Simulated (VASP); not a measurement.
BaTiO3, 5 atoms in the cell. Symmetry: R3m, No. 160, trigonal system. The conventional cell has a = 5.730 Å, b = 5.730 Å, c = 7.044 Å, α = 90.00°, β = 90.00°, γ = 120.00°. Ba (site symmetry 3m) is surrounded by 12 O at 2.81 to 2.94 Å. Ti (site symmetry 3m) is surrounded by 6 O at 1.91 to 2.16 Å. O (site symmetry m) has 2 Ti at 1.91 to 2.16 Å as nearest neighbours.  The cell isn't the ideal one: a relaxed cell with its volume scaled by 1.04.

| Quantity | Value |
| --- | --- |
| Program | VASP 6.6.1 |
| Task | relaxation of shape and atoms at fixed volume |
| Functional | PBEsol |
| Potentials or basis | VASP PAW PBE potentials, release 64 (Ba_sv, Ti_sv, O) |
| Cutoff | 600 eV |
| k mesh | 7 × 7 × 7 |
| Occupations | gaussian, width 0.03 eV |
| Spin | no spin polarisation |
| Further INCAR settings | ALGO = Fast; EDIFF = 1e-07; IBRION = 2; EDIFFG = -0.01; NSW = 40; ISIF = 4 |

Potentials or basis: VASP PAW PBE potentials, release 64 (Ba_sv, Ti_sv, O).

Run with:

```console
$ cat potpaw_PBE.64/Ba_sv/POTCAR potpaw_PBE.64/Ti_sv/POTCAR potpaw_PBE.64/O/POTCAR > POTCAR
$ mpirun -np 2 vasp_std > vasp.out
```

Hardware: 2 MPI ranks on Intel(R) Xeon(R) 6975P-C (Granite Rapids) (shared host).

Estimate the wall time of this run.

It took 2.5 min on 2 MPI ranks on Intel(R) Xeon(R) 6975P-C (Granite Rapids), with other jobs on the host, peak memory 0.24 GiB a rank. Counts: scf iterations 164, k points 44, ion steps 8.
